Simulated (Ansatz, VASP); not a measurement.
**Mg in VASP and in Ansatz**

```
Mg
1.0
     1.77373   -5.62665    0.00000
     1.77373    5.62665    0.00000
     0.00000    0.00000    4.69423
Mg
4
Direct
  0.09800 0.90200 0.91000
  0.59800 0.40200 0.59000
  0.90200 0.09800 0.09000
  0.40200 0.59800 0.41000
```

Alike in both runs: task single point; functional PBEsol; k mesh 6 × 6 × 4; occupations gaussian, width 0.1 eV; no spin polarisation.

|  | VASP | Ansatz |
| --- | --- | --- |
| version | VASP 6.6.1 | Ansatz 0.2.0 |
| potentials or method | VASP PAW PBE potentials, release 64 (Mg) | scalar-relativistic, plane waves, PAW |
| plane-wave cutoff (eV) | 520 | 420 |
| valence electrons in the cell | 8 | 40 |

|  | VASP | Ansatz | Ansatz less VASP |
| --- | --- | --- | --- |
| gap on the k mesh at the Fermi level (eV) | none | none | - |
| pressure (GPa) | 16.7 | 16.5 | -0.24 |
| largest component of the traceless stress (GPa) | 3.77 | 3.72 | -0.046 |
| rms of the force components (eV/Å) | 2.431 | 2.404 | -0.0266 |

Atom by atom the forces differ by 0.027 eV/Å (rms over components). A gap of «none» marks a metal or a gap that the smearing closes. The two sets of potentials don't hold the same shells in valence.

Caveats: so large a pressure means that the cell lies far from this level's equilibrium, or that cutoff or potentials fall short (VASP); the potentials were made for another functional, which shifts forces and pressure (VASP).
